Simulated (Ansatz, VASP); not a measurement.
**One calculation of Au, two programs**

```
Au
1.0
     1.40660   -2.43592    0.00000
     1.40660    2.43592    0.00000
     0.00000    0.00000    2.80874
Au
1
Direct
  0.00000 0.00000 0.00000
```

Alike in both runs: functional PBE; k mesh 8 × 8 × 6; occupations gaussian, width 0.1 eV; no spin polarisation.

Ansatz relaxed the structure, and its values are those at the end. VASP's run is a single point on that final structure, the one shown.

|  | VASP | Ansatz |
| --- | --- | --- |
| version | VASP 6.6.1 | Ansatz 0.2.0 |
| potentials or method | VASP PAW PBE potentials, release 64 (Au) | scalar-relativistic, plane waves, PAW |
| plane-wave cutoff (eV) | 520 | 420 |
| valence electrons in the cell | 11 | 19 |

VASP gave:

- gap on the k mesh at the Fermi level (eV): none
- pressure (GPa): -0.4

Which values does Ansatz return?

gap on the k mesh at the Fermi level (eV): none; pressure (GPa): -0.1.

A gap of «none» marks a metal or a gap that the smearing closes. The functional is the same, so the differences come from potentials, cutoffs and numerics. The two sets of potentials don't hold the same shells in valence.

Caveats: the k mesh is coarse (spacing up to 0.37 Å⁻¹), so the values aren't converged. Spin-orbit coupling is left out, which matters for the levels of Au.
